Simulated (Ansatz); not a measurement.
# Cu: which structure wins at one pressure, part 2 of 3

Aim: bring Cu in several structures (fcc, bcc, hcp, omega, diamond, simple hexagonal) to one pressure and rank them by enthalpy. The pressure is set by scaling the first phase. The runs shown use PAW.

Ansatz 0.2.0; DFT PBE; a cell built from a prototype (fcc type), not taken from measurement.

### 5 Bcc relaxed under pressure, PAW

File input.yaml:

```yaml
crystal:
  lattice:
    - [-1.4545044229, 1.4545044229, 1.4545044229]
    - [1.4545044229, -1.4545044229, 1.4545044229]
    - [1.4545044229, 1.4545044229, -1.4545044229]
  atoms:
    - { symbol: Cu, position: [0.0, 0.0, 0.0] }
kpoints:
  mp_grid: { grid: [18, 18, 18] }
scf:
  occupations: { method: fermi_dirac, width: 0.05 }
hamiltonian:
  xc: pbe
  pseudopotentials: { kind: paw }
output:
  forces: true
  stress: true
  eigenvalues: true
relax:
  f_tol: 0.005
  max_steps: 40
  cell: { p_target: -3.7, stress_tol: 0.03 }
```

Started as:

```sh
$ ansatz run input.yaml --threads 2 --pin off --max-ram 5120MiB --backend cpu --events-out ev --progress --plain --runs-dir out
```

What it wrote:

```text
Engine: ansatz 0.2.0
Pseudopotentials: kind: paw
Pseudopotential: Cu, paw, valence charge 19, recommended cutoff 420 eV (normal)
Functional definition: PBE
  parameter kappa = 0.804
  parameter beta = 0.06672455060314922
  exchange = pbe_x(kappa = kappa, mu = beta*pi^2/3)
  correlation = pbe_c(beta = beta)
Crystal: 1 atoms, lattice volume = 12.308 Å³
Basis set: ecut = 420 eV, 225 PW (Γ), exchange–correlation on 36×36×36 points (8 copies of the dense FFT grid, shifted against one another)
Bands: 14, of which v1, the nominal top of the filled ones, is band 10 counted from 1 (9 counted from 0)
Symmetry: 48 space group operations
Space group: Im-3m (ITA 229), of the structure as read, at distance tolerance 2.3e-5 Å
k-points: 195 of 5832
Non-local potential: Cu, projectors of the file, l = 0: 3, l = 1: 2, l = 2: 3, l = 3: 1
PAW form: soft (Blöchl's): semilocal exchange-correlation on the pseudo side does not see the compensation charge
PAW one-centre angular grid: Cu, 590 points (default); XC on 64 Gauss nodes
Initial density: superposition of atomic densities (neutral atoms: chi_scale 0, normalization atom), corrected by the library's trained network
Initial wavefunctions: pseudopotential atomic-orbital guess
Functional: x = pbe(κ = 0.804, μ = 0.2195149727645171), c = pbe(β = 0.06672455060314922)
SCF iter   1: F=—  HF=-6625.132128 eV  |F-HF|=—  |Δ(HF+E_count)|=         —  Δρ=1.14e-3  dr2=6.02e-5  ethr=1.77e-3  ⟨swp⟩=5.5  Hψ=13761  notcnv=0
preconditioner: auto → none  [metal: Δε(μ)=0.049 eV  Ē_g=16.802 eV  σ=0.050 eV  W_gap=0.23  n_scr=0 (ndim 8)  ℏωp=35.1 eV  f_vac=0.000  D(μ)=0.66/eV (n_scr^D=12)]
SCF iter   2: F=—  HF=-6625.132237 eV  |F-HF|=—  |Δ(HF+E_count)|=   1.09e-4  Δρ=3.82e-4  dr2=2.92e-6  ethr=3.17e-7  ⟨swp⟩=2.4  Hψ=6389  notcnv=0
SCF iter   3: F=—  HF=-6625.132247 eV  |F-HF|=—  |Δ(HF+E_count)|=   1.03e-5  Δρ=2.17e-4  dr2=1.06e-6  ethr=1.54e-8  ⟨swp⟩=2.0  Hψ=3745  notcnv=0
SCF iter   4: F=—  HF=-6625.132251 eV  |F-HF|=—  |Δ(HF+E_count)|=   3.71e-6  Δρ=8.54e-5  dr2=1.39e-7  ethr=5.57e-9  ⟨swp⟩=2.3  Hψ=3520  notcnv=0
iter 5 did not close the SCF: its close was put off for the readings that it lacked (scf_convergence_deferred on its scf_iter line)
SCF iter   5: F=-6625.132252 eV  HF=-6625.132252 eV  |F-HF|=3.45e-8  |Δ(HF+E_count)|=   7.08e-7  Δρ=1.92e-5  dr2=7.28e-9  ethr=7.31e-10  ⟨swp⟩=2.0  Hψ=3706  notcnv=0
SCF iter   6: F=-6625.132252 eV  HF=-6625.132252 eV  |F-HF|=5.44e-10  |Δ(HF+E_count)|=   3.62e-8  Δρ=2.42e-6  dr2=1.16e-10  ethr=3.83e-11  ⟨swp⟩=2.7  Hψ=8733  notcnv=0
SCF 1 converged in 6 iterations: F = -6625.132252 eV  dr2 = 1.16e-10
relax step   1: F+E_penalty+E_count = -6625.13225177 eV  Δ(F+E_penalty+E_count) = +0.000e0 eV  max|allowed force component| = 0.000e0 eV/Å  Δτ_max = 0.0000 Å  P = -3.256 GPa  Ω = 12.308 Å³  (6 SCF iters, dr2 threshold 1.00e-7 eV, accepted)
Crystal: 1 atoms, lattice volume = 12.331 Å³
Initial density: handed on by an earlier stage of this run
Initial wavefunctions: those handed on with the density
iter 1 solved again at ethr=1.95e-7 eV; its pass at ethr=3.10e-3 eV (dr2=3.70e-5 eV) is discarded
SCF iter   1: F=—  HF=-6625.131778 eV  |F-HF|=—  |Δ(HF+E_count)|=         —  Δρ=6.87e-4  dr2=3.75e-5  ethr=1.95e-7  ⟨swp⟩=1.5  Hψ=16137  notcnv=0
preconditioner: auto → none  [metal: Δε(μ)=0.009 eV  Ē_g=16.758 eV  σ=0.050 eV  W_gap=0.04  n_scr=0 (ndim 8)  ℏωp=35.1 eV  f_vac=0.000  D(μ)=0.66/eV (n_scr^D=12)]
SCF iter   2: F=—  HF=-6625.131769 eV  |F-HF|=—  |Δ(HF+E_count)|=   8.99e-6  Δρ=5.28e-5  dr2=2.59e-7  ethr=1.95e-7  ⟨swp⟩=2.1  Hψ=3716  notcnv=0
SCF iter   3: F=—  HF=-6625.131769 eV  |F-HF|=—  |Δ(HF+E_count)|=   2.73e-7  Δρ=3.65e-5  dr2=1.41e-7  ethr=1.36e-9  ⟨swp⟩=2.5  Hψ=4231  notcnv=0
iter 4 did not close the SCF: its close was put off for the readings that it lacked (scf_convergence_deferred on its scf_iter line)
SCF iter   4: F=-6625.131769 eV  HF=-6625.131769 eV  |F-HF|=9.74e-10  |Δ(HF+E_count)|=   3.56e-8  Δρ=3.93e-6  dr2=5.23e-10  ethr=7.45e-10  ⟨swp⟩=2.0  Hψ=3798  notcnv=0
iter 5 did not close the SCF: its close was put off for the readings that it lacked (scf_convergence_deferred on its scf_iter line)
SCF iter   5: F=-6625.131769 eV  HF=-6625.131769 eV  |F-HF|=3.64e-12  |Δ(HF+E_count)|=   1.37e-9  Δρ=1.26e-7  dr2=1.64e-12  ethr=2.75e-12  ⟨swp⟩=2.0  Hψ=4572  notcnv=0
SCF iter   6: F=-6625.131769 eV  HF=-6625.131769 eV  |F-HF|=0.00e0  |Δ(HF+E_count)|=  3.64e-12  Δρ=1.64e-8  dr2=1.87e-14  ethr=1.00e-12  ⟨swp⟩=1.0  Hψ=6241  notcnv=0
SCF 2 converged in 6 iterations: F = -6625.131769 eV  dr2 = 1.87e-14
relax step   2: F+E_penalty+E_count = -6625.13176887 eV  Δ(F+E_penalty+E_count) = +4.829e-4 eV  max|allowed force component| = 0.000e0 eV/Å  Δτ_max = 0.0000 Å  P = -3.473 GPa  Ω = 12.331 Å³  energy of the carried Pulay correction = -1.647e-5 eV  (6 SCF iters, dr2 threshold 1.00e-7 eV, accepted)
Crystal: 1 atoms, lattice volume = 12.354 Å³
iter 1 solved again at ethr=2.15e-7 eV; its pass at ethr=3.10e-3 eV (dr2=4.09e-5 eV) is discarded
SCF iter   1: F=—  HF=-6625.131239 eV  |F-HF|=—  |Δ(HF+E_count)|=         —  Δρ=7.21e-4  dr2=4.15e-5  ethr=2.15e-7  ⟨swp⟩=1.5  Hψ=16146  notcnv=0
preconditioner: auto → none  [metal: Δε(μ)=0.011 eV  Ē_g=16.737 eV  σ=0.050 eV  W_gap=0.05  n_scr=0 (ndim 8)  ℏωp=35.0 eV  f_vac=0.000  D(μ)=0.66/eV (n_scr^D=12)]
SCF iter   2: F=—  HF=-6625.131229 eV  |F-HF|=—  |Δ(HF+E_count)|=   9.81e-6  Δρ=5.55e-5  dr2=2.87e-7  ethr=2.15e-7  ⟨swp⟩=2.1  Hψ=3723  notcnv=0
SCF iter   3: F=—  HF=-6625.131229 eV  |F-HF|=—  |Δ(HF+E_count)|=   3.00e-7  Δρ=3.84e-5  dr2=1.56e-7  ethr=1.51e-9  ⟨swp⟩=2.5  Hψ=4217  notcnv=0
iter 4 did not close the SCF: its close was put off for the readings that it lacked (scf_convergence_deferred on its scf_iter line)
SCF iter   4: F=-6625.131229 eV  HF=-6625.131229 eV  |F-HF|=1.05e-9  |Δ(HF+E_count)|=   3.93e-8  Δρ=4.09e-6  dr2=5.65e-10  ethr=8.23e-10  ⟨swp⟩=2.0  Hψ=3798  notcnv=0
iter 5 did not close the SCF: its close was put off for the readings that it lacked (scf_convergence_deferred on its scf_iter line)
SCF iter   5: F=-6625.131229 eV  HF=-6625.131229 eV  |F-HF|=1.82e-12  |Δ(HF+E_count)|=   1.50e-9  Δρ=1.27e-7  dr2=1.63e-12  ethr=2.97e-12  ⟨swp⟩=2.0  Hψ=4572  notcnv=0
SCF iter   6: F=-6625.131229 eV  HF=-6625.131229 eV  |F-HF|=9.09e-13  |Δ(HF+E_count)|=  1.82e-12  Δρ=1.70e-8  dr2=2.03e-14  ethr=1.00e-12  ⟨swp⟩=1.0  Hψ=6240  notcnv=0
SCF 3 converged in 6 iterations: F = -6625.131229 eV  dr2 = 2.03e-14
relax step   3: F+E_penalty+E_count = -6625.13122883 eV  Δ(F+E_penalty+E_count) = +5.400e-4 eV  max|allowed force component| = 0.000e0 eV/Å  Δτ_max = 0.0000 Å  P = -3.698 GPa  Ω = 12.354 Å³  energy of the carried Pulay correction = -3.377e-5 eV  (6 SCF iters, dr2 threshold 1.00e-7 eV, accepted)
Initial wavefunctions: pseudopotential atomic-orbital guess (no wavefunctions were taken with the density)
iter 1 solved again at ethr=1.34e-10 eV; its pass at ethr=3.10e-3 eV (dr2=2.54e-8 eV) is discarded
SCF iter   1: F=—  HF=-6625.131265 eV  |F-HF|=—  |Δ(HF+E_count)|=         —  Δρ=1.02e-5  dr2=1.72e-9  ethr=1.34e-10  ⟨swp⟩=4.1  Hψ=23858  notcnv=0
preconditioner: auto → none  [metal: Δε(μ)=0.009 eV  Ē_g=16.733 eV  σ=0.050 eV  W_gap=0.04  n_scr=0 (ndim 8)  ℏωp=35.0 eV  f_vac=0.000  D(μ)=0.66/eV (n_scr^D=12)]
SCF iter   2: F=—  HF=-6625.131264 eV  |F-HF|=—  |Δ(HF+E_count)|=   1.38e-6  Δρ=6.01e-6  dr2=1.67e-9  ethr=9.06e-12  ⟨swp⟩=2.0  Hψ=4434  notcnv=0
SCF iter   3: F=—  HF=-6625.131264 eV  |F-HF|=—  |Δ(HF+E_count)|=  8.23e-10  Δρ=2.23e-6  dr2=2.53e-10  ethr=8.80e-12  ⟨swp⟩=1.7  Hψ=2996  notcnv=0
iter 4 did not close the SCF: its close was put off for the readings that it lacked (scf_convergence_deferred on its scf_iter line)
SCF iter   4: F=-6625.131264 eV  HF=-6625.131264 eV  |F-HF|=5.46e-12  |Δ(HF+E_count)|=  5.64e-11  Δρ=3.16e-7  dr2=2.47e-12  ethr=1.33e-12  ⟨swp⟩=2.0  Hψ=3741  notcnv=0
iter 5 did not close the SCF: its close was put off for the readings that it lacked (scf_convergence_deferred on its scf_iter line)
SCF iter   5: F=-6625.131264 eV  HF=-6625.131264 eV  |F-HF|=1.82e-12  |Δ(HF+E_count)|=  7.28e-12  Δρ=4.00e-8  dr2=1.34e-13  ethr=1.00e-12  ⟨swp⟩=1.0  Hψ=2730  notcnv=0
iter 6 did not close the SCF: its close was put off for the readings that it lacked (scf_convergence_deferred on its scf_iter line)
SCF iter   6: F=-6625.131264 eV  HF=-6625.131264 eV  |F-HF|=9.09e-13  |Δ(HF+E_count)|=  1.82e-12  Δρ=6.50e-10  dr2=6.99e-18  ethr=1.00e-12  ⟨swp⟩=1.0  Hψ=2730  notcnv=0
iter 7 did not close the SCF: its close was put off for the readings that it lacked (scf_convergence_deferred on its scf_iter line)
SCF iter   7: F=-6625.131264 eV  HF=-6625.131264 eV  |F-HF|=1.82e-12  |Δ(HF+E_count)|=  1.82e-12  Δρ=2.12e-10  dr2=3.15e-18  ethr=1.00e-12  ⟨swp⟩=1.0  Hψ=2730  notcnv=0
SCF iter   8: F=-6625.131264 eV  HF=-6625.131264 eV  |F-HF|=0.00e0  |Δ(HF+E_count)|=  1.82e-12  Δρ=2.85e-11  dr2=7.56e-20  ethr=1.00e-12  ⟨swp⟩=1.3  Hψ=6383  notcnv=0
SCF 4 converged in 8 iterations: F = -6625.131264 eV  dr2 = 7.56e-20
relax step   4: F+E_penalty+E_count = -6625.13126392 eV  Δ(F+E_penalty+E_count) = -3.509e-5 eV  max|allowed force component| = 0.000e0 eV/Å  Δτ_max = 0.0000 Å  P = -3.702 GPa  Ω = 12.354 Å³  stress off target by 2.32e-3 GPa  SCF on the basis re-selected at this cell (its energy is not comparable with the rows above)  (8 SCF iters)
basis re-selected at this cell: Δ(F+E_penalty+E_count) = -3.509e-5 eV, ΔP = -0.004 GPa vs the last step (what re-selecting the basis moved, of the pressure what is left beyond the Pulay correction that the steps carried, after the strain that the cell walked since its last selection, with what the two solves' SCF thresholds leave and, on support functions, any second-order correction that the steps lacked; it is no measure of the basis error at this ecutwfc). This SCF's stress stands 2.32e-3 GPa from its target on what of the cell is left free (relax.cell.stress_tol is 3.00e-2 GPa) and its largest allowed force component is 0.00e0 eV/Å (relax.f_tol is 5.00e-3 eV/Å): within both
SCF converged after 8 iterations
Free energy (F): -6625.131264 eV
Harris-Foulkes:  -6625.131264 eV  (|F-HF|=0.00e0)
Internal energy: -6625.126375 eV  (E = F + TS)
E sigma→0 (E₀):  -6625.128819 eV
Entropy (-TS):   -0.004889 eV (-4.889 meV/atom)
Fermi energy:    15.828859 eV
--- Per-component energies (eV) ---
  E_band       = -375.124340
  E_kinetic    = 299.404447
  E_local      = -4132.541716  (includes V_loc(G=0)·N_el)
  E_nonlocal   = 390.453517
  E_hartree    = 1817.817508
  E_xc         = -89.177014
  E_vxc        = -115.053335  (∫ρ·V_xc dr)
  E_paw        = -1663.510128  (= ΣΔE_a)
  E_vpaw       = -453.022516  (= ΣTr[D̂ρ^β])
  E_aug_tail   = 0.000247  (compensation charges beyond the density's cutoff)
  E_ewald      = -3247.573235
  E_smearing   = -0.004889  (= −TS)
  E_closure    = 0.000000  (closes the sum)
  Σ components = -6625.131264   (vs F -6625.131264, Δ=0.00e0)
--- Forces (eV/Å), atoms counted from 1 ---
  atom   1  Cu    -0.00000000     0.00000000    -0.00000000
  max |Σ_I F_I| component: 4.93e-32 eV/Å
--- Stress (GPa, compression-positive) ---
       -3.702322       0.000000       0.000000
       -0.000000      -3.702322      -0.000000
        0.000000      -0.000000      -3.702322
  P = ⅓ Tr σ = -3.7023 GPa (-37.023 kbar)
--- Band table (eV; the first three rows and the last of 195) ---
  k-point 0: bands = ["-96.6532", "-53.9736", "-53.9736", "-53.9736", "6.7556", "12.8744", "12.8744", "12.8744", "13.8328", "13.8328", "40.4575", "40.4575", "40.4575", "42.9351"]
  k-point 1: bands = ["-96.6528", "-53.9764", "-53.9746", "-53.9735", "6.8710", "12.8535", "12.8738", "12.9176", "13.8122", "13.8344", "39.0160", "40.0771", "40.1165", "41.6546"]
  k-point 2: bands = ["-96.6518", "-53.9845", "-53.9776", "-53.9735", "7.2137", "12.7936", "12.8672", "13.0439", "13.7614", "13.8394", "36.2107", "38.8633", "39.4086", "39.8905"]
  k-point 194: bands = ["-96.6313", "-54.0449", "-54.0449", "-54.0449", "11.4453", "11.4453", "14.3612", "14.3612", "14.3612", "23.7688", "23.7688", "23.7688", "29.0900", "29.0900"]
--- Relaxed structure (3 steps of the walk, 3 accepted, 1 SCFs on fresh bases) ---
  F+E_penalty+E_count = -6625.13126392 eV   max|allowed force component| = 0.000e0 eV/Å   (the final SCF, on the basis selected at the relaxed cell)
  cell:  # Å, volume = 12.3541 Å³
    - [-1.4562970589875106, 1.4562970589875106, 1.4562970589875106]
    - [1.4562970589875106, -1.4562970589875106, 1.4562970589875106]
    - [1.4562970589875106, 1.4562970589875106, -1.4562970589875106]
  atoms:
    - { symbol: Cu, position: [0.0, 0.0, 0.0] }
```

It took 3.7 s on 2 threads of Intel Xeon Platinum 8488C (Sapphire Rapids), shared host; peak memory 0.35 GiB.

Relaxation path:

```csv
step,energy from step 1 (eV/cell),largest force component (eV/Å),pressure (GPa),volume (Å³)
1,0.0000,0.0000,-3.26,12.31
2,0.0005,0.0000,-3.47,12.33
3,0.0010,0.0000,-3.70,12.35
4,0.0010,0.0000,-3.70,12.35
```

Step 1 is the start. Step 4 repeats the geometry before on a plane-wave basis chosen anew for that cell, so the energy can jump there without any move; the table keeps such jumps.

| input's cell | before | after | change |
| --- | --- | --- | --- |
| a (Å) | 2.519 | 2.522 | +0.1 % |
| b (Å) | 2.519 | 2.522 | +0.1 % |
| c (Å) | 2.519 | 2.522 | +0.1 % |
| volume (Å³/atom) | 12.31 | 12.35 | +0.4 % |

Read from it: pressure -3.70 GPa; no gap.

### 6 Hcp relaxed under pressure, PAW

File input.yaml:

```yaml
crystal:
  lattice:
    - [2.5985425133, 0.0, 0.0]
    - [-1.2992712566, 2.2504038293, 0.0]
    - [0.0, 0.0, 4.2096388715]
  atoms:
    - { symbol: Cu, position: [0.3333333333, 0.6666666667, 0.25] }
    - { symbol: Cu, position: [0.6666666667, 0.3333333333, 0.75] }
kpoints:
  mp_grid: { grid: [17, 17, 9] }
scf:
  occupations: { method: fermi_dirac, width: 0.05 }
hamiltonian:
  xc: pbe
  pseudopotentials: { kind: paw }
output:
  forces: true
  stress: true
  eigenvalues: true
relax:
  f_tol: 0.005
  max_steps: 40
  cell: { p_target: -3.7, stress_tol: 0.03 }
```

Started as:

```sh
$ ansatz run input.yaml --threads 2 --pin off --max-ram 5120MiB --backend cpu --events-out ev --progress --plain --runs-dir out
```

What it wrote, cut to the lines that bear on the results:

```text
[...]
[... 3 set-up lines as earlier in the session ...]
[...]
Crystal: 2 atoms, lattice volume = 24.617 Å³
Basis set: ecut = 420 eV, 465 PW (Γ), exchange–correlation on 36×36×60 points (8 copies of the dense FFT grid, shifted against one another)
Bands: 23, of which v1, the nominal top of the filled ones, is band 19 counted from 1 (18 counted from 0)
[...]
relax step   3: F+E_penalty+E_count = -13250.32706080 eV  Δ(F+E_penalty+E_count) = -1.627e-3 eV  max|allowed force component| = 6.939e-18 eV/Å  Δτ_max = 0.0000 Å  P = -3.618 GPa  Ω = 24.608 Å³  energy of the carried Pulay correction = -1.881e-6 eV  (6 SCF iters, dr2 threshold 2.00e-7 eV, accepted)
[...]
SCF iter   6: F=-13250.326381 eV  HF=-13250.326381 eV  |F-HF|=1.82e-12  |Δ(HF+E_count)|=  7.28e-12  Δρ=3.54e-8  dr2=1.09e-13  ethr=1.00e-12  ⟨swp⟩=1.1  Hψ=8265  notcnv=0
[...]
```

### 7 The output, continued: hcp relaxed under pressure, PAW files

Output, continued, cut to the lines that bear on the results:

```text
relax step   4: F+E_penalty+E_count = -13250.32638069 eV  Δ(F+E_penalty+E_count) = +6.801e-4 eV  max|allowed force component| = 3.007e-17 eV/Å  Δτ_max = 0.0000 Å  P = -3.761 GPa  Ω = 24.637 Å³  energy of the carried Pulay correction = -2.211e-5 eV  (6 SCF iters, dr2 threshold 3.71e-8 eV, accepted)
[...]
  F+E_penalty+E_count = -13250.32666043 eV   max|allowed force component| = 2.024e-17 eV/Å   (the final SCF, on the basis selected at the relaxed cell)
  cell:  # Å, volume = 24.6249 Å³
    - [2.580679636369994, -2.8669084440378147e-11, 0.0]
    - [-1.2903398181601688, 2.2349341241399365, 0.0]
    - [0.0, 0.0, 4.269487608017869]
  atoms:
    - { symbol: Cu, position: [0.3333333333333333, 0.6666666666666665, 0.25] }
    - { symbol: Cu, position: [0.6666666666666666, 0.33333333333333326, 0.75] }
```

It took 10 s on 2 threads of Intel Xeon Platinum 8488C (Sapphire Rapids), shared host; peak memory 0.44 GiB.

Step by step:

```csv
step,energy from step 1 (eV/cell),largest force component (eV/Å),pressure (GPa),volume (Å³)
1,0.0000,0.0000,-3.66,24.62
2,-0.0019,0.0000,-3.68,24.62
3,-0.0035,0.0000,-3.62,24.61
4,-0.0029,0.0000,-3.76,24.64
5,-0.0032,0.0000,-3.70,24.62
6,-0.0031,0.0000,-3.70,24.62
```

Step 1 is the start. Step 6 repeats the geometry before on a plane-wave basis chosen anew for that cell, so the energy can jump there without any move; the table keeps such jumps.

| input's cell | before | after | change |
| --- | --- | --- | --- |
| a (Å) | 2.599 | 2.581 | -0.7 % |
| b (Å) | 2.599 | 2.581 | -0.7 % |
| c (Å) | 4.210 | 4.269 | +1.4 % |
| volume (Å³/atom) | 12.31 | 12.31 | +0.0 % |

Read from it: pressure -3.70 GPa; no gap.

### 8 Omega relaxed under pressure, PAW

File input.yaml:

```yaml
crystal:
  lattice:
    - [4.0970194071, 0.0, 0.0]
    - [-2.0485097036, 3.5481228864, 0.0]
    - [0.0, 0.0, 2.5401520324]
  atoms:
    - { symbol: Cu, position: [0.0, 0.0, 0.0] }
    - { symbol: Cu, position: [0.3333333333, 0.6666666667, 0.5] }
    - { symbol: Cu, position: [0.6666666667, 0.3333333333, 0.5] }
kpoints:
  mp_grid: { grid: [9, 9, 12] }
scf:
  occupations: { method: fermi_dirac, width: 0.05 }
hamiltonian:
  xc: pbe
  pseudopotentials: { kind: paw }
output:
  forces: true
  stress: true
  eigenvalues: true
  write_density: true
  write_potential: true
  elf: true
  volumetric_format: npy
relax:
  f_tol: 0.005
  max_steps: 40
  cell: { p_target: -3.7, stress_tol: 0.03 }
```

Started as:

```sh
$ ansatz run input.yaml --threads 2 --pin off --max-ram 5120MiB --backend cpu --events-out ev --progress --plain --runs-dir out
```

What it wrote, cut to the lines that bear on the results:

```text
[...]
[... 3 set-up lines as earlier in the session ...]
[...]
Crystal: 3 atoms, lattice volume = 36.925 Å³
Basis set: ecut = 420 eV, 705 PW (Γ), exchange–correlation on 60×60×36 points (8 copies of the dense FFT grid, shifted against one another)
Bands: 35, of which v1, the nominal top of the filled ones, is band 29 counted from 1 (28 counted from 0)
[...]
relax step   4: F+E_penalty+E_count = -19875.28012480 eV  Δ(F+E_penalty+E_count) = +2.399e-3 eV  max|allowed force component| = 1.542e-17 eV/Å  Δτ_max = 0.0000 Å  P = -3.728 GPa  Ω = 37.630 Å³  energy of the carried Pulay correction = -5.005e-4 eV  (6 SCF iters, dr2 threshold 3.00e-7 eV, accepted)
[...]
SCF iter   1: F=—  HF=-19875.280336 eV  |F-HF|=—  |Δ(HF+E_count)|=         —  Δρ=8.87e-5  dr2=1.90e-6  ethr=3.32e-9  ⟨swp⟩=2.0  Hψ=12601  notcnv=0
[...]
```

### 9 The log goes on: omega relaxed under pressure, PAW files

Output, continued, cut to the lines that bear on the results:

```text
SCF iter   2: F=—  HF=-19875.280346 eV  |F-HF|=—  |Δ(HF+E_count)|=   1.07e-5  Δρ=8.79e-6  dr2=1.35e-8  ethr=3.32e-9  ⟨swp⟩=2.1  Hψ=3985  notcnv=0
[...]
relax step   5: F+E_penalty+E_count = -19875.28034635 eV  Δ(F+E_penalty+E_count) = -2.215e-4 eV  max|allowed force component| = 3.855e-17 eV/Å  Δτ_max = 0.0000 Å  P = -3.700 GPa  Ω = 37.621 Å³  energy of the carried Pulay correction = -4.942e-4 eV  (6 SCF iters, accepted)
[...]
  cell:  # Å, volume = 37.6206 Å³
    - [4.171211388997541, 2.939030867669293e-11, 0.0]
    - [-2.0856056945242236, 3.612375027412149, 0.0]
    - [0.0, 0.0, 2.496721725092643]
  atoms:
    - { symbol: Cu, position: [5.946180179368944e-35, 6.40808497411797e-35, 0.0] }
    - { symbol: Cu, position: [0.33333333333333326, 0.6666666666666665, 0.49999999999999994] }
    - { symbol: Cu, position: [0.6666666666666665, 0.33333333333333326, 0.49999999999999994] }
```

Run time: 12 s. Hardware: 2 threads of Intel Xeon Platinum 8488C (Sapphire Rapids), shared host; peak memory 0.45 GiB.

The steps of the relaxation:

```csv
step,energy from step 1 (eV/cell),largest force component (eV/Å),pressure (GPa),volume (Å³)
1,0.0000,0.0000,-1.23,36.93
2,-0.0086,0.0000,-2.43,37.24
3,-0.0105,0.0000,-3.40,37.52
4,-0.0081,0.0000,-3.73,37.63
5,-0.0083,0.0000,-3.70,37.62
6,-0.0087,0.0000,-3.71,37.62
```

Step 1 is the start. Step 6 repeats the geometry before on a plane-wave basis chosen anew for that cell, so the energy can jump there without any move; the table keeps such jumps.

| input's cell | before | after | change |
| --- | --- | --- | --- |
| a (Å) | 4.097 | 4.171 | +1.8 % |
| b (Å) | 4.097 | 4.171 | +1.8 % |
| c (Å) | 2.540 | 2.497 | -1.7 % |
| volume (Å³/atom) | 12.31 | 12.54 | +1.9 % |

This run gives: pressure -3.71 GPa; no gap.

### 10 Diamond relaxed under pressure, PAW

File input.yaml:

```yaml
crystal:
  lattice:
    - [0.0, 2.4984494384, 2.4984494384]
    - [2.4984494384, 0.0, 2.4984494384]
    - [2.4984494384, 2.4984494384, 0.0]
  atoms:
    - { symbol: Cu, position: [-0.125, -0.125, -0.125] }
    - { symbol: Cu, position: [0.125, 0.125, 0.125] }
kpoints:
  mp_grid: { grid: [13, 13, 13] }
scf:
  occupations: { method: fermi_dirac, width: 0.05 }
hamiltonian:
  xc: pbe
  pseudopotentials: { kind: paw }
output:
  forces: true
  stress: true
  eigenvalues: true
  write_density: true
  write_potential: true
  elf: true
  volumetric_format: npy
relax:
  f_tol: 0.005
  max_steps: 40
  cell: { p_target: -3.7, stress_tol: 0.03 }
```

Started as:

```sh
$ ansatz run input.yaml --threads 2 --pin off --max-ram 5120MiB --backend cpu --events-out ev --progress --plain --runs-dir out
```

What it wrote, cut to the lines that bear on the results:

```text
[...]
[... 3 set-up lines as earlier in the session ...]
[...]
Crystal: 2 atoms, lattice volume = 31.192 Å³
Basis set: ecut = 420 eV, 609 PW (Γ), exchange–correlation on 48×48×48 points (8 copies of the dense FFT grid, shifted against one another)
Bands: 23, of which v1, the nominal top of the filled ones, is band 19 counted from 1 (18 counted from 0)
[...]
relax step   6: F+E_penalty+E_count = -13248.25606436 eV  Δ(F+E_penalty+E_count) = -1.998e-2 eV  max|allowed force component| = 6.823e-17 eV/Å  Δτ_max = 0.0000 Å  P = -2.451 GPa  Ω = 40.378 Å³  stress off target by 1.25e0 GPa  SCF on the basis re-selected at this cell (its energy is not [...]
SCF iter   3: F=—  HF=-13248.241044 eV  |F-HF|=—  |Δ(HF+E_count)|=   3.73e-3  Δρ=6.57e-4  dr2=1.55e-4  ethr=1.99e-5  ⟨swp⟩=2.0  Hψ=3290  notcnv=0
```

(Continued in part 3 of 3.)
